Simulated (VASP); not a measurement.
**Li2O: single point with PBE**

The system is Li2O.

```xyz
3
Lattice="0.0000 2.3130 2.3130 2.3130 0.0000 2.3130 2.3130 2.3130 0.0000" Properties=species:S:1:pos:R:3 pbc="T T T"
Li    1.1565    1.1565    1.1565
Li    3.4695    3.4695    3.4695
O     0.0000    0.0000    0.0000
```

| Property | Result |
| --- | --- |
| Program | VASP 6.6.1 |
| Task | single point |
| Functional | PBE |
| Potentials or basis | VASP PAW PBE potentials, release 64 (Li_sv, O) |
| Cutoff | 520 eV |
| k mesh | 8 × 8 × 8 |
| Occupations | gaussian, width 0.02 eV |
| Spin | no spin polarisation |

| Quantity | Value |
| --- | --- |
| Band gap on the k mesh | 4.96 eV, indirect (least direct gap 5.25 eV) |

Levels at points of the mesh, in eV from the valence-band top:
| k point | band 3 | band 4 | band 5 | band 6 | band 7 | band 8 | band 9 | band 10 |
| --- | --- | --- | --- | --- | --- | --- | --- | --- |
| (0.00, 0.00, 0.00) | -15.44 | 0.00 | 0.00 | 0.00 | 5.25 | 11.91 | 11.91 | 11.91 |
| (0.50, 0.00, 0.00) | -15.22 | -2.76 | -0.44 | -0.44 | 9.18 | 9.78 | 12.03 | 12.03 |
| (0.50, 0.50, 0.00) | -15.17 | -1.59 | -1.38 | -1.38 | 4.96 | 13.50 | 13.50 | 14.67 |

Run time: 7 s on 1 thread of Intel(R) Xeon(R) Platinum 8488C (Sapphire Rapids), on a shared host, peak memory 0.13 GiB.

 PBE gaps usually lie below the measured ones, often by a third to a half.
